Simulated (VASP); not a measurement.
The system is Si3N4.

```
CELL_PARAMETERS angstrom
-3.24415 3.24415 3.24415
3.24415 -3.24415 3.24415
3.24415 3.24415 -3.24415
ATOMIC_POSITIONS crystal
Si 0.37500 0.25000 0.62500
Si 0.62500 0.37500 0.25000
Si 0.87500 0.12500 0.75000
Si 0.25000 0.62500 0.37500
Si 0.75000 0.87500 0.12500
Si 0.12500 0.75000 0.87500
N 0.50000 0.00000 0.06275
N 0.56275 0.50000 0.00000
N 0.93725 0.93725 0.93725
N 0.00000 0.56275 0.50000
N 0.43725 0.43725 0.43725
N 0.00000 0.06275 0.50000
N 0.50000 0.00000 0.56275
N 0.06275 0.50000 0.00000
```

Measurements of this composition are mostly on another form, of space group No. 176.

Base run:

```yaml
Program: VASP 6.6.1
Functional: PBE
Potentials_or_basis: VASP PAW PBE potentials, release 64 (Si, N)
Cutoff: 520 eV
k_mesh: 6 × 6 × 6
Occupations: fermi-dirac, width 0.02 eV
Spin: no spin polarisation
```

Its results: band gap on the k mesh 4.04 eV, indirect (least direct gap 4.23 eV); pressure 0.0 GPa.

Task: The run is repeated on the same cell with these changes: functional from PBE to r2SCAN. What comes out?

Result: Band gap on the k mesh 4.66 eV, indirect (least direct gap 4.84 eV); pressure -5.9 GPa.

r2SCAN gives the wider gap, since meta-GGAs in the generalised Kohn-Sham scheme recover part of the derivative discontinuity.

Caveats: the PAW data sets were made with another functional, which shifts forces and pressure a little (some runs).

A k mesh can miss the band edges.
